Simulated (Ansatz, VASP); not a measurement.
# Li2S in VASP and in Ansatz

```
CELL_PARAMETERS angstrom
0.00000 2.83517 2.83517
2.83517 0.00000 2.83517
2.83517 2.83517 0.00000
ATOMIC_POSITIONS crystal
Li 0.75000 0.75000 0.75000
Li 0.25000 0.25000 0.25000
S 0.00000 0.00000 0.00000
```

The cell comes from a database or a generator and needn't be the stable form of this composition.

Alike in both runs: task single point; functional PBE; k mesh 6 × 6 × 6; occupations gaussian, width 0.1 eV; no spin polarisation.

|  | VASP | Ansatz |
| --- | --- | --- |
| version | VASP 6.6.1 | Ansatz 0.2.0 |
| potentials or method | VASP PAW PBE potentials, release 64 (Li_sv, S) | scalar-relativistic, plane waves, PAW |
| plane-wave cutoff (eV) | 520 | 420 |
| valence electrons in the cell | 12 | 12 |

```csv
,VASP,Ansatz,Ansatz less VASP
gap on the k mesh at the Fermi level (eV),3.38,3.38,+0.003
least direct gap on the mesh (eV),4.35,4.34,-0.010
```

The functional is the same, so the differences come from potentials, cutoffs and numerics.

 A k mesh can miss the band edges. Expect the measured gap to be larger: semilocal functionals such as PBE lack the derivative discontinuity.
